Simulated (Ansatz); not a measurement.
# Crystal structures of manganese under PBEsol

The calculation used Ansatz 0.2.0, DFT, PBEsol, plane waves (420 eV) with PAW, scalar-relativistic. (PAW data from PBE, frozen cores regenerated.)

Each structure is relaxed within its own symmetry, so a high-lying one may be dynamically unstable.

```json
{"structure": "alpha-Mn (A12)", "ΔE (meV/atom)": "0", "V (Å³/atom)": "10.54", "cell": "a = 8.488 Å", "magnetic state": "ferrimagnetic, largest moment 2.42 μB in the atomic sphere"}
{"structure": "hcp", "ΔE (meV/atom)": "55", "V (Å³/atom)": "10.32", "cell": "a = 2.451 Å, c = 3.965 Å (c/a = 1.618)", "magnetic state": "non-magnetic"}
{"structure": "dhcp", "ΔE (meV/atom)": "55", "V (Å³/atom)": "10.32", "cell": "a = 2.454 Å, c = 7.917 Å (c/a = 3.226)", "magnetic state": "non-magnetic"}
{"structure": "A15", "ΔE (meV/atom)": "59", "V (Å³/atom)": "10.41", "cell": "a = 4.367 Å", "magnetic state": "spin not included"}
{"structure": "fcc", "ΔE (meV/atom)": "83", "V (Å³/atom)": "10.52", "cell": "a = 2.475 Å, c = 3.437 Å (c/a = 1.389)", "magnetic state": "antiferromagnetic, largest moment 0.92 μB in the atomic sphere"}
{"structure": "omega (AlB2-type)", "ΔE (meV/atom)": "102", "V (Å³/atom)": "10.39", "cell": "a = 3.854 Å, c = 2.423 Å (c/a = 0.629)", "magnetic state": "non-magnetic"}
{"structure": "bcc", "ΔE (meV/atom)": "172", "V (Å³/atom)": "10.48", "cell": "a = 2.757 Å", "magnetic state": "ferromagnetic, net 0.61 μB per atom"}
{"structure": "simple cubic", "ΔE (meV/atom)": "856", "V (Å³/atom)": "12.43", "cell": "a = 2.316 Å", "magnetic state": "antiferromagnetic, largest moment 1.92 μB in the atomic sphere"}
{"structure": "diamond", "ΔE (meV/atom)": "1497", "V (Å³/atom)": "15.39", "cell": "a = 4.975 Å", "magnetic state": "antiferromagnetic, largest moment 1.52 μB in the atomic sphere"}
```

ΔE counts from alpha-Mn (A12).

Differences under about 8 meV lie within the error of the k-point mesh.
